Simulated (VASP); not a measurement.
Input of a VASP 6.6.1 run:

File INCAR:

```
SYSTEM = PbS
ALGO = Normal
CSHIFT = 0.05
EDIFF = 1E-6
ENCUT = 520
GGA = CA
ISIF = 2
ISMEAR = 0
LASPH = .TRUE.
LCHARG = .FALSE.
LOPTICS = .TRUE.
LREAL = .FALSE.
LWAVE = .FALSE.
NBANDS = 34
NEDOS = 1000
NELM = 60
PREC = Accurate
SIGMA = 0.02
```

File KPOINTS:

```
k-points
0
G
  8 8 8
  0 0 0
```

File POSCAR:

```
PbS
1.0
    2.1126617058      1.2197458045      3.4519162518
   -2.1126617058      1.2197458045      3.4519162518
    0.0000000000     -2.4394916091      3.4519162518
Pb S
1 1
Direct
    0.9805657800      0.9805657800      0.9805657800
    0.4750355500      0.4750355500      0.4750355500
```

Potentials or basis: VASP PAW LDA potentials, release 64 (Pb_d, S).

Launch:

```sh
$ cat potpaw_LDA.64/Pb_d/POTCAR potpaw_LDA.64/S/POTCAR > POTCAR
$ mpirun -np 1 vasp_std > vasp.out
```

(1) What does it give for the pressure?

(2) What does it give for the largest force?

(3) Predict the band gap on the k mesh.

Results:

(1) -3.7 GPa.

(2) 0.004 eV/Å.

(3) 0.31 eV, direct.

Caveat: spin-orbit coupling is left out, which as a rule narrows the gap of such compounds by several tenths of an eV.
